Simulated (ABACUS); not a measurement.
Runs of ABACUS 3.10.1 on PtS2. The structure is trigonal, space group P-3m1 (No. 164). The conventional cell has a = 3.543 Å, b = 3.543 Å, c = 5.039 Å, α = 90.00°, β = 90.00°, γ = 120.00°. Pt (site symmetry -3m) is surrounded by 6 S at 2.34 Å. S (site symmetry 3m) has 3 Pt at 2.34 Å as nearest neighbours. 

| task | level | potentials or basis | k mesh | cutoff (eV) | radial cutoff of the potentials (pseudo_rcut) | symmetry key | threshold of the eigensolver | path | points for each segment of the path | gap on the mesh (eV) | pressure (GPa) | V0 of scaled cells (Å³/atom) | B0 (GPa) | largest force (eV/Å) |
| --- | --- | --- | --- | --- | --- | --- | --- | --- | --- | --- | --- | --- | --- | --- |
| equation of state | LDA-PW92 | PseudoDojo NC SR 0.4.1 LDA standard, plane waves | 7 × 7 × 4 | 1143 | 7 bohr | 1 | - | - | - | - | - | (a) | 147 | - |
| single point | PBEsol | PseudoDojo NC SR 0.4 PBEsol stringent, plane waves | 7 × 7 × 4 | 1143 | 7 bohr | 1 | - | - | - | 0.76 | 6.2 | - | - | 0.94 |
| single point | LDA | GBRV ultrasoft 1.5 LDA, plane waves | 7 × 7 × 4 | 544 | 10 bohr | 1 | - | - | - | 0.72 | (c) | - | - | (b) |
| equation of state | LDA | GBRV ultrasoft 1.5 LDA, plane waves | 7 × 7 × 4 | 544 | 10 bohr | 1 | - | - | - | - | - | 18.68 | 148 | - |
| equation of state | PBEsol | PseudoDojo NC SR 0.4 PBEsol stringent, plane waves | 7 × 7 × 4 | 1143 | 7 bohr | 1 | - | - | - | - | - | 19.02 | 139 | - |

Alike in all rows: no spin polarisation; cell as given; smearing fermi-dirac 0.05 eV.

**Question.** Fill in the values left out.

**Answer.** (a) 18.67; (b) 0.81; (c) 3.3.

Caveats: the cell was scaled at fixed shape and fractional positions, which overstates the stiffness of a crystal with free parameters, most of all of layers and chains (some runs); spin-orbit coupling is left out, which moves the levels of the heavy elements (some runs); an odd mesh through Γ misses points on the zone boundary, where band edges often lie (some runs).

A k mesh can miss the band edges, and the runs leave out spin-orbit coupling on Pt.

The runs don't all hold the same shells in valence.
